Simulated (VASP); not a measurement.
Input of a VASP 6.6.1 run:

The input INCAR:

```
PREC = Accurate
ENCUT = 520
EDIFF = 1E-7
ISMEAR = 0
SIGMA = 0.05
LREAL = False
LASPH = True
NELM = 100
ALGO = Fast
ISIF = 2
LWAVE = False
LCHARG = True
MAGMOM = 0.354 0.354 0 0 0 0 0 0 0
LORBIT = 11
LSORBIT = True
GGA_COMPAT = False
LORBMOM = True
LMAXMIX = 4
GGA = B5
ALDAX = 1.0
AGGAX = 1.0
AGGAC = 1.0
ALDAC = 0.0
IVDW = 13
VDW_S6 = 1.0
VDW_S8 = 2.34076671
VDW_A1 = 0.44488865
VDW_A2 = 4.0933009
LVHAR = True
```

File KPOINTS:

```
regular mesh
0
Gamma
  7 7 6
```

File POSCAR:

```
ZrB2
1.0
    3.1700000000      0.0000000000      0.0000000000
   -1.5850000000      2.7453005300      0.0000000000
    0.0000000000      0.0000000000      3.5330000000
Zr B
1 2
Direct
    0.0000000000      0.0000000000      0.0000000000
    0.6666666667      0.3333333333      0.5000000000
    0.3333333333      0.6666666667      0.5000000000
```

Potentials or basis: VASP PAW PBE potentials, release 64 (Zr_sv, B).

Launch:

```sh
$ cat potpaw_PBE.64/Zr_sv/POTCAR potpaw_PBE.64/B/POTCAR > POTCAR
$ mpirun -np 1 vasp_ncl > vasp.out
```

Question: Predict the dispersion energy per atom.

Answer: -0.594 eV.

Question: Predict the net moment.

Answer: 0.00 μB per cell.

Question: Predict the pressure.

Answer: -3.4 GPa.

Moments on the atoms (μB; x, y, z):
```
Zr  0.00 0.00 0.00
B   0.00 0.00 0.00
B   0.00 0.00 0.00
```

Caveat: the PAW data sets were made with another functional, which shifts forces and pressure a little.
